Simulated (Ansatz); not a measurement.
A plane-wave DFT run in Ansatz 0.2.0 (scalar-relativistic PAW potentials unless the input names others): input and command.

```yaml
crystal:
  lattice:
    - [0.0, 2.1378667426, 3.7196579371]
    - [1.2345502014, 0.0, 3.7196579371]
    - [1.2345502014, 2.1378667426, 0.0]
  atoms:
    - { symbol: C, position: [0.1666779753, 0.8333220247, 0.1666779753] }
    - { symbol: C, position: [0.8333220247, 0.1666779753, 0.8333220247] }
basis:
  ecutwfc: 420
kpoints:
  mp_grid: { grid: [18, 18, 18] }
hamiltonian:
  xc: pbe
  dispersion: d3bj
scf:
  occupations: { method: gaussian, width: 0.02 }
  convergence: { dr2_threshold: 1.0e-20 }
  max_iter: 50
output:
  forces: true
  eigenvalues: true
  stress: true
```

```bash
ansatz run input.yaml --threads 1 --pin off --max-ram 2560MiB --backend cpu --events-out ev --progress --plain --runs-dir out
```

Abridged log:
```
Pseudopotentials: kind: paw
Pseudopotential: C, paw, valence charge 4, recommended cutoff 420 eV (normal)
Functional definition: PBE
Crystal: 2 atoms, lattice volume = 19.635 Å³
Basis set: ecut = 420 eV, 367 PW (Γ), exchange–correlation on 60×54×36 points (8 copies of the dense FFT grid, shifted against one another)
Bands: 8, of which v1, the nominal top of the filled ones, is band 4 counted from 1 (3 counted from 0)
Symmetry: 8 space group operations
Space group: Fmmm (ITA 69), of the structure as read, at distance tolerance 2.7e-5 Å
k-points: 865 of 5832
Initial density: superposition of atomic densities (neutral atoms: chi_scale 0, normalization atom), corrected by the library's trained network
Initial wavefunctions: pseudopotential atomic-orbital guess
Functional: x = pbe(κ = 0.804, μ = 0.21951497), c = pbe(β = 0.06672455)
SCF iter   1: F=—  HF=-502.156437 eV  |F-HF|=—  |Δ(HF+E_count)|=         —  Δρ=3.47e-3  dr2=2.82e-3  ethr=1.77e-3  ⟨swp⟩=4.8  Hψ=46991  notcnv=0
SCF iter   2: F=—  HF=-502.155943 eV  |F-HF|=—  |Δ(HF+E_count)|=   4.94e-4  Δρ=1.48e-3  dr2=2.90e-4  ethr=3.52e-5  ⟨swp⟩=2.5  Hψ=17969  notcnv=0
SCF iter   3: F=—  HF=-502.155976 eV  |F-HF|=—  |Δ(HF+E_count)|=   3.30e-5  Δρ=3.27e-4  dr2=5.37e-6  ethr=3.63e-6  ⟨swp⟩=2.3  Hψ=12633  notcnv=0
SCF iter   4: F=—  HF=-502.155992 eV  |F-HF|=—  |Δ(HF+E_count)|=   1.60e-5  Δρ=4.86e-5  dr2=2.48e-7  ethr=6.71e-8  ⟨swp⟩=2.4  Hψ=10044  notcnv=0
SCF iter   5: F=—  HF=-502.155992 eV  |F-HF|=—  |Δ(HF+E_count)|=   1.79e-7  Δρ=2.84e-6  dr2=1.16e-9  ethr=3.09e-9  ⟨swp⟩=2.2  Hψ=10170  notcnv=0
SCF iter   6: F=—  HF=-502.155992 eV  |F-HF|=—  |Δ(HF+E_count)|=   1.31e-9  Δρ=3.20e-7  dr2=1.03e-11  ethr=1.45e-11  ⟨swp⟩=2.5  Hψ=10477  notcnv=0
SCF iter   7: F=—  HF=-502.155992 eV  |F-HF|=—  |Δ(HF+E_count)|=  1.32e-11  Δρ=4.53e-8  dr2=2.72e-13  ethr=1.29e-13 (applied; sched 1.00e-12)  ⟨swp⟩=2.7  Hψ=10440  notcnv=0
SCF iter   8: F=—  HF=-502.155992 eV  |F-HF|=—  |Δ(HF+E_count)|=  5.68e-14  Δρ=9.10e-9  dr2=1.07e-14  ethr=3.40e-15 (applied; sched 1.00e-12)  ⟨swp⟩=2.7  Hψ=10385  notcnv=0
SCF iter   9: F=—  HF=-502.155992 eV  |F-HF|=—  |Δ(HF+E_count)|=  1.14e-13  Δρ=1.35e-9  dr2=1.84e-16  ethr=1.33e-16 (applied; sched 1.00e-12)  ⟨swp⟩=2.2  Hψ=10383  notcnv=0
SCF iter  10: F=—  HF=-502.155992 eV  |F-HF|=—  |Δ(HF+E_count)|=    0.00e0  Δρ=3.30e-11  dr2=8.10e-20  ethr=2.29e-18 (applied; sched 1.00e-12)  ⟨swp⟩=2.7  Hψ=10503  notcnv=0
SCF iter  11: F=-502.155992 eV  HF=-502.155992 eV  |F-HF|=5.68e-14  |Δ(HF+E_count)|=    0.00e0  Δρ=2.70e-12  dr2=9.43e-22  ethr=1.00e-12  ⟨swp⟩=1.0  Hψ=10393  notcnv=0
SCF 1 converged in 11 iterations: F = -502.155992 eV  dr2 = 9.43e-22
SCF converged after 11 iterations
Free energy (F): -502.155992 eV
Harris-Foulkes:  -502.155992 eV  (|F-HF|=5.68e-14)
Internal energy: -502.155987 eV  (E = F + TS)
E sigma→0 (E₀):  -502.155989 eV
Entropy (-TS):   -0.000005 eV (-0.003 meV/atom)
Fermi energy:    5.866529 eV
  E_disp       = -0.276251  (pairwise vdW)
--- Forces (eV/Å), atoms counted from 1 ---
  atom   1  C      0.00000000    -0.00006651     0.00000000
  atom   2  C      0.00000000     0.00006651     0.00000000
--- Stress (GPa, compression-positive) ---
       -1.653855       0.000000       0.000000
        0.000000      -1.654000       0.000000
        0.000000       0.000000      -1.650621
  P = ⅓ Tr σ = -1.6528 GPa (-16.528 kbar)
```

One setting here is needlessly strict: a threshold far tighter than needed (scf.convergence.dr2_threshold: not typed → 1e-20). It leaves the result as it was and can only cost iterations: the run converged in 11 SCF iterations with an energy at zero smearing within 0.01 meV/atom of the reference's, pressure -1.65 GPa, largest force 0.000 eV/Å, gap on the mesh 0.04 eV. A reference run on usual settings, whose relaxation ended at this geometry, converged, and the end of its own relaxation has pressure -1.65 GPa, largest force 0.000 eV/Å, gap on the mesh 0.04 eV (its cell was held, or driven to that pressure on purpose).

Time: 8.8 s on 1 thread of Arm Neoverse V2, on a shared host, peak memory 0.41 GiB.